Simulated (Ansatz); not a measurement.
MgS:

```
S Mg
1.0
     4.03462    0.00000    0.00000
    -2.01731    3.49409    0.00000
     0.00000    0.00000    6.43229
S Mg
2 2
Direct
  0.66667 0.33333 0.87924
  0.33333 0.66667 0.37924
  0.33333 0.66667 0.99575
  0.66667 0.33333 0.49575
```

The cell comes from a database or a generator and needn't be the stable form of this composition.

Base run:

* Program: Ansatz 0.2.0
* Functional: r2SCAN
* Potentials or basis: Ansatz PAW
* Cutoff: 500 eV
* Density cutoff: 2000 eV
* k mesh: 8 × 8 × 4
* Occupations: fermi-dirac, width 0.05 eV
* Spin: no spin polarisation

Its results: band gap on the k mesh 4.12 eV, direct; pressure 0.0 GPa; largest force 0.055 eV/Å.

**Question.** The run is repeated on the same cell with these changes: functional from r2SCAN to LDA; cutoff from 500 eV to 420 eV; density cutoff from 2000 eV to 1680 eV. What comes out?

**Answer.** Band gap on the k mesh 3.15 eV, direct; pressure -2.1 GPa; largest force 0.052 eV/Å.

r2SCAN gives the wider gap, since meta-GGAs in the generalised Kohn-Sham scheme recover part of the derivative discontinuity.

Caveats: the PAW data sets come from PBE, with cores solved anew for the run's functional, which leaves a small shift of forces and pressure.

Not every run made on this cell is shown here.
